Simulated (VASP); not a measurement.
Set up this calculation in VASP 6.6.1, as the native input.

```
Task                   : relaxation of cell and atoms
Functional             : RPBE
Potentials or basis    : VASP PAW PBE potentials, release 64 (Cd, S)
Cutoff                 : 600 eV
k mesh                 : 8 × 8 × 8
Occupations            : gaussian, width 0.03 eV
Spin                   : no spin polarisation
Further INCAR settings : ALGO = Normal; EDIFF = 1e-07; IBRION = 2; EDIFFG = -0.005; NSW = 90; ISIF = 3
```

The structure of CdS (Hawleyite) lies in POSCAR:

```
CdS                                     
1.0
   -0.0000000000      3.0078051955      3.0078051955
    3.0078051955      0.0000000000      3.0078051955
    3.0078051955      3.0078051955      0.0000000000
  Cd              S             
     1     1
Direct
     0.0000000000000000    0.0000000000000000    0.0000000000000000
     0.2500000000000000    0.2500000000000000    0.2500000000000000
```

The input as run:

INCAR

```
SYSTEM = CdS
PREC = Accurate
ENCUT = 600
EDIFF = 1E-7
ISMEAR = 0
SIGMA = 0.03
LREAL = .False.
LASPH = .True.
NELM = 80
ALGO = Normal
ISIF = 3
LWAVE = .False.
LCHARG = .False.
GGA = RP
IBRION = 2
NSW = 90
EDIFFG = -0.005
```

KPOINTS

```
Automatic mesh
0
Gamma
  8 8 8
  0 0 0
```

Potentials or basis: VASP PAW PBE potentials, release 64 (Cd, S).

The run is started by

```bash
$ cat potpaw_PBE.64/Cd/POTCAR potpaw_PBE.64/S/POTCAR > POTCAR
$ mpirun -np 1 vasp_std > vasp.out
```

It gave:

| Item | Value |
| --- | --- |
| Pressure after relaxing | 0.0 GPa |
| Band gap on the k mesh | 1.13 eV, direct |

Caveat: the relaxation stopped at its first step, so nothing moved; the PAW data sets were made with another functional, which shifts forces and pressure a little.

Wall time 17 s on 1 thread of Intel(R) Xeon(R) Platinum 8488C (Sapphire Rapids) (shared host), peak memory 0.21 GiB.
